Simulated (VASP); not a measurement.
Be, 2 atoms in the cell. Symmetry: P6_3/mmc, No. 194, hexagonal system. Conventional cell: a = 2.214 Å, b = 2.214 Å, c = 3.505 Å, α = 90.00°, β = 90.00°, γ = 120.00°. Around Be (site symmetry -6m2) lie 12 Be at 2.17 to 2.21 Å.  The cell isn't the ideal one: a relaxed cell with its volume scaled by 0.94.

- Program: VASP 6.6.1
- Task: relaxation of shape and atoms at fixed volume
- Functional: r2SCAN
- Potentials or basis: VASP PAW PBE potentials, release 64 (Be)
- Cutoff: 600 eV
- k mesh: 18 × 18 × 10
- Occupations: methfessel-paxton, width 0.1 eV
- Spin: no spin polarisation
- Further INCAR settings: ALGO = Normal; EDIFF = 1e-07; IBRION = 2; EDIFFG = -0.01; NSW = 40; ISIF = 4

Potentials or basis: VASP PAW PBE potentials, release 64 (Be).

Launch:

```console
$ cat potpaw_PBE.64/Be/POTCAR > POTCAR
$ mpirun -np 1 vasp_std > vasp.out
```

Hardware: 1 thread of Intel(R) Xeon(R) Platinum 8488C (Sapphire Rapids), with other jobs on the host.

Q: Estimate the wall time of this run.

A: Wall time 82 s on 1 thread of Intel(R) Xeon(R) Platinum 8488C (Sapphire Rapids), on a shared host, peak memory 0.13 GiB. Counts: scf iterations 22, k points 222, ion steps 2.
